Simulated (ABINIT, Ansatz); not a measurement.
# AlN (F-43m): changed settings of a GW run in ABINIT

What do changed inputs do to GW on AlN (F-43m)?

Main program and level: ABINIT 10.8.3; PBE and many-body steps on it, plane waves.

Most raw output is cut from this account.

## (1) The structure

The structure is cubic, space group F-43m (No. 216). The conventional cell has a = 4.368 Å, b = 4.368 Å, c = 4.368 Å, α = 90.00°, β = 90.00°, γ = 90.00°. Nearest to Al lie 4 N at 1.89 Å. N has 4 Al at 1.89 Å nearest. Farther neighbours and most contacts between anions are not listed.

The cell and positions are those that the Materials Project relaxed with its own functionals (PBE, PBE+U or r2SCAN), kept fixed. This is not the form that AlN usually takes at ambient conditions.

## (2) Screening, 8×8×8 mesh, 158 bands, screening to 283 eV

This step: ABINIT 10.8.3; RPA screening on PBE, plane waves, norm-conserving pseudopotentials.

The RPA dielectric matrix is built and inverted for each q.

run.abi reads:

```
acell 3*1.0 Angstrom
rprim 
  -0.000000000000 2.183993559600 2.183993559600
  2.183993559600 -0.000000000000 2.183993559600
  2.183993559600 2.183993559600 -0.000000000000
ntypat 2
znucl 13 7
natom 2
typat 1 2
xred 
  0.000000000000 0.000000000000 0.000000000000
  0.750000000000 0.750000000000 0.750000000000
pp_dirpath "pseudos"
pseudos "Al.upf, N.upf"
ecut 36
ngkpt 8 8 8
nshiftk 1
shiftk 0 0 0
kptopt 1
chksymbreak 0
istwfk *1
occopt 1
irdwfk 1
optdriver 3
nband 158
ecuteps 10.4
inclvkb 2
awtr 1
symchi 1
indata_prefix "in"
outdata_prefix "out"
tmpdata_prefix "tmp"
```

Launch:

```console
> OMP_NUM_THREADS=1 mpirun -n 4 abinit run.abi > log
```

Elapsed: 5.7 min, on 4 MPI ranks of Arm Neoverse V1, shared host; peak memory 1.9 GiB.

Numbers from this step:

```yaml
eps_infinity_with_local_fields_on_this_mesh_along_the_program_s_q_direction: 4.27
the_same_without_local_fields: 4.710
plasma_frequency: 23.01 eV
plane_waves_in_the_screening_matrix: 229
```

Local fields lower ε∞ by 9 %.

## (3) Base

The self-energy is evaluated for the states that the input lists, and the levels follow from it, in one-shot runs by the linearised quasiparticle equation.

This step: G0W0 on PBE, plane waves, norm-conserving pseudopotentials.

Changes to run.abi since step 2:

```diff
@@ -23,8 +23,17 @@
 irdwfk 1
-optdriver 3
+optdriver 4
 nband 158
+gwcalctyp 0
+ecutsigx 36
+symsigma 1
+nkptgw 2
+kptgw 
+  0.0000000000 0.0000000000 0.0000000000
+  0.5000000000 0.5000000000 0.0000000000
+bdgw 
+  2 8
+  3 6
 ecuteps 10.4
-inclvkb 2
-awtr 1
-symchi 1
+irdscr 1
+ppmodel 1
 indata_prefix "in"
```

The job ended after 48 s (4 MPI ranks; peak memory 1.9 GiB).

Numbers from this step:

```yaml
g0w0_gap_on_the_points_computed: 4.587 eV
starting_gap_on_the_mesh: 3.325 eV
k_of_the_valence_top: 0, 0, 0
k_of_the_conduction_bottom: 0.5, 0.5, 0
z_at_the_valence_top: 0.784
z_at_the_conduction_bottom: 0.836
least_direct_g0w0_gap_on_the_computed_points: 5.609 eV
```

The gap on the mesh goes from 3.32 eV to 4.59 eV, a correction of +1.26 eV.

## (4) More bands than the file holds

Changes to run.abi since step 3:

```diff
@@ -24,3 +24,3 @@
 optdriver 4
-nband 158
+nband 1146
 gwcalctyp 0
```

It took 1.9 s on 4 MPI ranks; peak memory 0.06 GiB.

The run stopped with an error after 1.9 s.

The program's words: Number of bands stored WFK file is less than required. WFK mband: 390, self-energy nband: 1146

The fault put into this input: more bands than the file holds.

## (5) The runs together

Times are wall times on 4 MPI ranks of Arm Neoverse V1, shared host, good to a factor of about two. A run's time includes the screening step that it read.

```csv
run,mesh,bands,screening cutoff (eV),DFT gap (eV),gap on the mesh (eV),direct (eV),ε∞ used,time
base,8×8×8,158,283,3.325,4.587,5.609,4.27,6.5 min
```

## (6) Results

```
base         : 4.587 eV
known limits : not at the basis limit
```

Bands and cutoff are finite, so the gap is not at the basis limit. The miss can reach some tenths of an eV and take either sign; the mesh is an error of its own. In the G0W0 run levels were corrected at 2 k points alone, so a gap called «on the mesh» is the least over those, and an edge elsewhere would be missed.

[Paths, hosts, dates, memory and timing lines, banners, echoed tables and standing remarks are left out of the program output.]

[Logs are printed without paths, hosts, clocks, repeated set-up lines and the standing remarks that a program may print on its own settings, such as how far it seeks lower states.]

[Runs of the session that timed out or met a known fault of the program may be left out.]

[Hosts, paths, dates, database ids (printed as entryN), source tags and the programs' standing remarks are cut or masked in the printed files.]

[G0W0 gaps are taken among the corrected bands and points alone; a level outside them can change the order at an edge.]

[Where Ansatz stands beside ABINIT at settings called matched, ABINIT's density can come from a denser mesh and the files from another edition; pairs whose starting gaps differed by over 0.03 eV were left out, so agreement reads better than it is.]
